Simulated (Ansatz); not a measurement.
# A computed series for NaF: response to strain

The reference is NaF in the rock salt structure (space group Fm-3m, No. 225).

```
NaF
1.0
    0.00000     2.31454     2.31454
    2.31454     0.00000     2.31454
    2.31454     2.31454     0.00000
Na F
1 1
Direct
  0.00000   0.00000   0.00000
  0.50000   0.50000   0.50000
```

Cartesian axes are those of the cell as printed.

Strains are applied to the cell and any free atomic positions relax; under biaxial strain the out-of-plane vector relaxes too.

Computed with Ansatz (an electronic-structure program), PBEsol, PAW, cutoff 420 eV, no spin-orbit coupling.

Notes on the quantities. energy relative to the base: free energy F.

| biaxial strain, plane normal [111], relaxed out of plane (%) | energy relative to the base (meV/atom) |
|---|---|
| -2.5 | 4.8 |
| -2.08 | ? |
| -1.67 | 2.1 |
| -0.83 | 0.5 |
| -0.42 | 0.1 |
| 0 | 0.0 |

Fit ΔE = Aε² + Bε³ (ε in %) to the rows shown and predict the withheld row.

Least squares on the printed values gives A = 0.715 and B = -0.021 meV/atom (largest residual 0.0 meV/atom); this predicts 3.3 meV/atom, and the run gives 3.3 meV/atom, in agreement.

Whether these cells are dynamically stable was not tested.
